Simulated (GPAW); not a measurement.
Crystal: BP.

```
CELL_PARAMETERS angstrom
0.00000 2.26900 2.26900
2.26900 0.00000 2.26900
2.26900 2.26900 0.00000
ATOMIC_POSITIONS crystal
P 0.75000 0.75000 0.75000
B 0.00000 0.00000 0.00000
```

- Program: GPAW 26.7.0
- Task: relaxation of cell and atoms
- Functional: RPBE
- Dispersion: D3(BJ)
- Potentials or basis: the program's PAW data sets (release 1.2.1) made for this functional
- Cutoff: 800 eV
- Basis: pw
- k mesh: 10 × 10 × 10
- Occupations: fermi-dirac, width 0.05 eV
- Spin: no spin polarisation

At the start: pressure -14.8 GPa; volume 11.68 Å³/atom.

**Question.** Where does the relaxation end?

**Answer.** Over 4 steps the energy falls by 51.9 meV/atom and the volume is 10.63 Å³/atom (-9.0 %); space group F-43m (No. 216, to 0.05 Å).

The path:
```tsv
step	energy change (eV)	largest force (eV/Å)	pressure (GPa)	volume (Å³)
1	0.0000	0.0000	-14.82	23.36
2	-0.0440	0.0000	-11.72	22.83
3	-0.1030	0.0000	1.34	21.10
4	-0.1037	0.0000	-0.09	21.26
```

Final structure:
```xyz
2
Lattice="0.0000 2.1987 2.1987 2.1987 0.0000 2.1987 2.1987 2.1987 0.0000" Properties=species:S:1:pos:R:3 pbc="T T T"
P     3.2981    3.2981    3.2981
B     0.0000    0.0000    0.0000
```

Caveat: later steps reuse the first step's grids.
